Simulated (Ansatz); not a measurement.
**Y: how the free axis answers a strain**

Y, Fm-3m, a = 5.063 Å. This isn't the element's structure at ambient conditions. Ansatz: PBE, PAW, 420 eV, Γ-centred 14×14×10 mesh on 2 atoms, Gaussian smearing 0.10 eV; no spin polarisation. Series: biaxial strain in the a-b plane, c and atoms relaxed; x is the strain in per cent. The axes a, b, c are those of the computed cell (3.580, 3.580, 5.063 Å), along [1 1 0], [-1 1 0], [0 0 1] of the cell named above. y is the change of c in per cent of 5.063 Å.

| x (%) | y (%) |
| --- | --- |
| -3.0 | ? |
| -2.0 | 1.98 |
| -1.0 | 0.99 |
| 0.0 | 0.00 |
| 1.0 | -1.09 |
| 2.0 | -2.15 |
| 3.0 | -3.26 |

**Question.** Fit y = c1 x + c2 x² to the other rows, say what c1 measures, and predict the missing y.

**Answer.** Least squares on the rows shown. y = −1.031 x − 0.01995 x². With no stress along c, c1 = −2C12/C11 = -1.031. At x = -3.0 the fit asked for gives 2.91 %. The run gave 2.97 %, so the fit is 0.06 % too low, 0.96 % of the span of the series, against an rms of 0.02 % on the fitted rows. The row lies outside the fitted range. With a term in x³ added, a fit to the same known rows predicts 2.85 %, further off still.